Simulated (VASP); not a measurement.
## VASP inputs for CdS (strained rocksalt)

INCAR

```
METAGGA = R2SCAN
SIGMA = 0.01
EDIFF = 1E-7
IBRION = -1
ALGO = Normal
ENCUT = 520
LREAL = .FALSE.
LASPH = .TRUE.
NBANDS = 16
LWAVE = .FALSE.
ISIF = 2
PREC = Accurate
LCHARG = .FALSE.
ISMEAR = 0
NSW = 0
NELM = 120
```

KPOINTS

```
KPOINTS created by Atomic Simulation Environment
0
Gamma
8 8 8
0 0 0
```

KPOINTS_OPT

```
special points
6
Reciprocal
0.0000000000 0.0000000000 0.0000000000 1
0.5000000000 0.0000000000 0.5000000000 1
0.6250000000 0.2500000000 0.6250000000 1
0.3750000000 0.3750000000 0.7500000000 1
0.5000000000 0.5000000000 0.5000000000 1
0.5000000000 0.2500000000 0.7500000000 1
```

POSCAR

```
Cd S
 1.0000000000000000
     0.0000000000000000    2.7267765454999999    2.7267765454999999
     2.7131426627000002    0.0000000000000000    2.7267765454999999
     2.7131426627000002    2.7267765454999999    0.0000000000000000
 Cd  S
   1   1
Cartesian
  0.0000000000000000  0.0000000000000000  0.0000000000000000
  2.7131426626999997  2.7267765454999995  2.7267765454999995
```

VASP ran with the recommended PBE PAW datasets (18 valence electrons in the cell).

Question: Predict the results.

Answer: gap between bands v and c 0.70 eV; least direct gap 2.38 eV; pressure 0.9 GPa.

Band v is the last that the valence electrons fill when counted band by band, and c is the next. Levels in eV from the top of v:

```csv
point,v−1,v,c,c+1
Γ,-0.78,-0.78,1.60,9.71
X,-2.25,-2.21,0.73,6.41
K,-3.57,-1.45,2.59,7.12
L,-0.03,0.00,4.04,6.42
W,-3.32,-2.86,3.94,7.46
```
